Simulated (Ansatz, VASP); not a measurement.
One calculation of K, two programs

```xyz
1
Lattice="4.3104 0.0000 0.0000 0.0000 4.3104 0.0000 0.0000 0.0000 4.3104" Properties=species:S:1:pos:R:3 pbc="T T T"
K     0.0000    0.0000    0.0000
```

This isn't the form of K at room conditions, which is bcc.

Alike in both runs: task single point; functional PBEsol; k mesh 12 × 12 × 12; occupations gaussian, width 0.15 eV; no spin polarisation.

|  | VASP | Ansatz |
| --- | --- | --- |
| version | VASP 6.6.1 | Ansatz 0.2.0 |
| potentials or method | VASP PAW PBE potentials, release 64 (K_sv) | scalar-relativistic, plane waves, PAW |
| plane-wave cutoff (eV) | 520 | 420 |
| valence electrons in the cell | 9 | 9 |

```tsv
	VASP	Ansatz	Ansatz less VASP
gap on the k mesh at the Fermi level (eV)	none	none	-
pressure (GPa)	-0.1	-0.1	+0.01
```

A gap of «none» marks a metal or a gap that the smearing closes.

Caveats: the PAW data sets were made with another functional, which shifts forces and pressure a little (VASP).
